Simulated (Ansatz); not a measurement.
Free-standing chains of the atoms of AlN, named by their start (strip: triangular double chain, ladder: square double chain); atoms and period are relaxed, and energies count from relaxed bulk AlN (F-43m, not its usual structure, 10.67 Å³/atom, gap on the mesh 3.31 eV).

Theory: Ansatz, DFT PBE, scalar-relativistic, plane waves, PAW.

Cutoff 420 eV; k points 1×1×19 on the computed 2-atom cell (Γ-centred); Gaussian smearing, width 0.05 eV; collinear spin from starting moments 0.5 0.5 μB.

Start (linear chain):

```
CELL_PARAMETERS angstrom
9.00000 0.00000 0.00000
0.00000 9.30000 0.00000
0.00000 0.00000 3.43193
ATOMIC_POSITIONS crystal
Al 0.50000 0.50000 0.00000
N 0.50000 0.50000 0.50000
```

Question: Give the relaxed structure and its energy.

Answer: The free energy falls by 13 meV/atom.

```
excess energy (eV per host atom)                      : 1.800
period (Å)                                            : 3.376
gap on the mesh (eV)                                  : 2.39
highest filled level or Fermi level under vacuum (eV) : 5.48
size of the moment (μB per cell)                      : 0.00
```

Relaxed structure:
```
CELL_PARAMETERS angstrom
9.00000 0.00000 0.00000
0.00000 9.30000 0.00000
0.00000 0.00000 3.37645
ATOMIC_POSITIONS crystal
Al 0.50000 0.50000 0.00000
N 0.50000 0.50000 0.50000
```

An odd mesh misses points on the zone edge, so a gap read on it can be too wide.

Each run keeps its start's symmetry and one magnetic start, so lower states can exist.

Time: 14 s on 2 threads of AMD EPYC 7R43 64-Core Processor (Zen 3), on a shared host, peak memory 0.51 GiB.